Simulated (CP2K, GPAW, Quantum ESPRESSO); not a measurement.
**Te: 3 runs at one level of theory**

```
CELL_PARAMETERS angstrom
4.45400 0.00000 0.00000
-2.22700 3.85728 0.00000
0.00000 0.00000 5.92400
ATOMIC_POSITIONS crystal
Te 0.73100 0.73100 0.00000
Te 0.00000 0.26900 0.66667
Te 0.26900 0.00000 0.33333
```

Alike in all runs: task band structure; functional LDA; k mesh 7 × 7 × 5; occupations fermi-dirac, width 0.05 eV; no spin polarisation; no spin-orbit coupling. LDA stands for any of its common fits. Pressure is positive in compression and, in plane waves, holds the error of the finite cutoff. Gaps are the smaller of the mesh's and the band path's.

```csv
program and potentials,plane-wave cutoff (eV),notes,band gap (eV),pressure (GPa),largest force (eV/Å)
"GPAW, the program's PAW data sets (release 1.2.1) made for this functional",600,6 valence electrons an atom on average,0.10,-2.36,-
"Quantum ESPRESSO, PseudoDojo 0.4.1 SR LDA standard",1088,16 valence electrons an atom on average,?,?,?
"CP2K, GTH_POTENTIALS Te GTH-PADE-q6; TZVP-MOLOPT-PBE-GTH basis",-,atomic basis; 6 valence electrons an atom on average,0.12,-1.14,0.219
```

**Question.** Estimate from the other rows what the run with Quantum ESPRESSO, PseudoDojo 0.4.1 SR LDA standard gave.

**Answer.** Band gap 0.12 eV; pressure -1.85 GPa; largest force 0.100 eV/Å. The other rows, which needn't bracket it: band gap 0.10 to 0.12; pressure -2.36 to -1.14; largest force 0.219.
